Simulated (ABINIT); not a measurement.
# TiB2: single point with PBEsol

The system is TiB2.

```
Ti B
1.0
     3.02920    0.00000    0.00000
    -1.51460    2.62336    0.00000
     0.00000    0.00000    3.22840
Ti B
1 2
Direct
  0.00000 0.00000 0.00000
  0.66667 0.33333 0.50000
  0.33333 0.66667 0.50000
```

```json
{
 "Program": "ABINIT 10.8.3 (patched build)",
 "Task": "single point",
 "Functional": "PBEsol",
 "Potentials or basis": "PseudoDojo NC SR PBEsol v0.4 stringent",
 "Cutoff": "1034 eV",
 "k mesh": "8 × 8 × 6",
 "Occupations": "fermi-dirac, width 0.05 eV",
 "Spin": "no spin polarisation"
}
```

* Pressure: -4.9 GPa
* Band gap on the k mesh: none (metal or under the smearing width)
* Valence electrons inside the program's atomic spheres: Ti 9.59; B 2.83

Stress tensor (GPa, compression positive):
```
-3.87  0.00  0.00
 0.00 -3.87  0.00
 0.00  0.00 -7.09
```

Levels at points of the mesh, in eV from the Fermi level:
```csv
k point,band 7,band 8,band 9,band 10,band 11,band 12
"(0.00, 0.00, 0.00)",-2.69,-2.40,-2.24,1.82,1.82,3.61
"(0.50, 0.00, 0.00)",-3.34,-3.32,-2.38,1.26,2.69,3.17
"(0.00, 0.00, 0.50)",-0.61,-0.61,-0.27,-0.27,0.35,0.35
"(0.50, 0.00, 0.50)",-4.73,-3.93,-3.23,2.41,2.87,4.44
```

Wall time 33 s on 1 thread of Arm Neoverse V1, with other jobs on the host, peak memory 0.07 GiB.
